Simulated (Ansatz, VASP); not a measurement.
## One calculation of C, two programs

```
CELL_PARAMETERS angstrom
2.52210 0.00000 0.00000
-1.26105 2.18420 0.00000
0.00000 0.00000 8.23710
ATOMIC_POSITIONS crystal
C 0.00000 0.00000 0.09299
C 0.00000 0.00000 0.59299
C 0.00000 0.00000 0.40701
C 0.00000 0.00000 0.90701
C 0.33333 0.66667 0.15548
C 0.66667 0.33333 0.65548
C 0.33333 0.66667 0.34452
C 0.66667 0.33333 0.84452
```

This is a hexagonal form of diamond, not graphite.

Alike in both runs: task electric field gradients; functional PBE; k mesh 12 × 12 × 4; occupations fermi-dirac, width 0.05 eV; no spin polarisation.

```csv
,VASP,Ansatz
version,VASP 6.6.1,Ansatz 0.2.0
potentials or method,"VASP PAW PBE potentials, release 64 (C)","plane-wave PAW, scalar-relativistic"
plane-wave cutoff (eV),520,420
valence electrons in the cell,32,32
```

VASP gave:

- gap on the k mesh at the Fermi level (eV): 4.45
- pressure (GPa): 2.9
- largest component of the traceless stress (GPa): 7.94
- Vzz of the field gradient on the site that differs most (V/Å²): 2.0

Q: What did Ansatz give for the same quantities?

A: gap on the k mesh at the Fermi level (eV): 4.46; pressure (GPa): 2.2; largest component of the traceless stress (GPa): 7.93; Vzz of the field gradient on the site that differs most (V/Å²): 1.7.

A k mesh can miss the band edges. A hybrid or GW would open this gap; PBE tends to underestimate it.
